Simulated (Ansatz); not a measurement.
The system is SnSe.

```
Sn Se
1.0
     0.00000    3.01000    3.01000
     3.01000    0.00000    3.01000
     3.01000    3.01000    0.00000
Sn Se
1 1
Direct
  0.00000 0.00000 0.00000
  0.50000 0.50000 0.50000
```

Measurements of this composition are mostly on another form, of space group No. 62.

```yaml
Program: Ansatz 0.2.0
Task: relaxation of cell and atoms
Functional: BLYP
Dispersion: D4
Potentials_or_basis: all-electron LAPW, scalar-relativistic
Basis_error_allowed: 0.001 eV/atom
k_mesh: 8 × 8 × 8
Occupations: fermi-dirac, width 0.05 eV
Spin: no spin polarisation
```

At the start: volume 27.27 Å³/atom.

Question: How do energy, volume and symmetry change on relaxing?

Answer: Over 7 steps the energy falls by 38.7 meV/atom and the volume is 29.68 Å³/atom (+8.8 %); space group Fm-3m (No. 225, to 0.05 Å).

Step by step:
| step | energy change (eV) | largest force (eV/Å) | volume (Å³) |
| --- | --- | --- | --- |
| 1 | 0.0000 | 0.0000 | 54.54 |
| 2 | -0.0036 | 0.0000 | 55.62 |
| 3 | -0.0627 | 0.0000 | 60.54 |
| 4 | -0.0751 | 0.0000 | 59.78 |
| 5 | -0.0773 | 0.0000 | 59.41 |
| 6 | -0.0773 | 0.0000 | 59.36 |
| 7 | -0.0773 | 0.0000 | 59.36 |

Final structure:
```cif
data_structure
_symmetry_space_group_name_H-M 'P 1'
_symmetry_Int_Tables_number 1
_cell_length_a 4.3785
_cell_length_b 4.3785
_cell_length_c 4.3785
_cell_angle_alpha 60.000
_cell_angle_beta 60.000
_cell_angle_gamma 60.000
_cell_volume 59.36
loop_
_atom_site_label
_atom_site_type_symbol
_atom_site_fract_x
_atom_site_fract_y
_atom_site_fract_z
_atom_site_occupancy
Sn1 Sn 0.00000 0.00000 0.00000 1
Se1 Se 0.50000 0.50000 0.50000 1
```
